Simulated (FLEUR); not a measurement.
**Ag: equation of state with PBEsol**

The system is Ag.

```
Ag
1.0
    -1.65565    1.65565    1.65565
     1.65565   -1.65565    1.65565
     1.65565    1.65565   -1.65565
Ag
1
Cartesian
  0.0000 0.0000 0.0000
```

This isn't the form of Ag at room conditions, which is fcc.

| Quantity | Value |
| --- | --- |
| Program | FLEUR MaX-R8.1 (later development tree) |
| Task | equation of state |
| Functional | PBEsol |
| Potentials or basis | all-electron |
| Basis | FLAPW |
| Kmax | 4.1 1/bohr |
| k mesh | 11 × 11 × 11 |
| Occupations | fermi-dirac, width 0.05 eV |
| Spin | no spin polarisation |

- Equilibrium volume: 16.79 Å³/atom (rough: see the caveat)
- Bulk modulus: 116 GPa (rough)

Energy against volume, from the lowest point:
```
volume (Å³/atom)  energy (meV/atom)
          17.065               0.00
          17.428               6.51
          17.791              17.57
          18.154              32.42
          18.517              50.55
          18.880              71.40
          19.243              94.92
```

Caveat: the minimum lies outside the volumes run.
